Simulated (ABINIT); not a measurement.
Here is an ABINIT 10.8.3 (patched build) calculation.

run.abi

```
# Pseudopotentials
pp_dirpath "./"
pseudos "Cd.upf, O.upf"

# Structure
acell 3.4762295762 3.4762295761 4.148076 Angstrom
rprim
     1.0000000000     0.0000000000     0.0000000000
    -0.5000000000     0.8660254038     0.0000000000
     0.0000000000     0.0000000000     1.0000000000
ntypat 2
znucl 48 8
natom 3
typat 1 2 2
xcart
     0.0000000000     0.0000000000     0.0000000000
    -0.0000000003     3.7926842658     1.9143662119
     3.2845609230     1.8963421326     5.9243613723

# Plane-wave basis
ecut 51.0

# k points
kptopt 1
ngkpt 7 7 5
nshiftk 1
shiftk 0.0 0.0 0.0

# Exchange and correlation
ixc -116133

# Bands and occupations
nband 20
occopt 3
tsmear 0.05 eV

# SCF cycle
nstep 100
tolvrs 1.0e-10

# Output
iomode 3
prtwf 0
prtden 0
prteig 0
prtebands 0
```

Potentials or basis: PseudoDojo NC SR PBEsol v0.4.1 standard.

The run is started by

```console
$ abinit run.abi > log 2>&1
```

Problem. What does it give for the largest force?

Solution. 0.298 eV/Å.

Problem. Estimate the pressure.

Solution. -10.5 GPa.

Problem. Estimate the band gap on the k mesh.

Solution. None (metal or under the smearing width).

Forces on the atoms (eV/Å):
```
Cd   0.000  0.000  0.000
O    0.000  0.000 -0.298
O    0.000  0.000  0.298
```
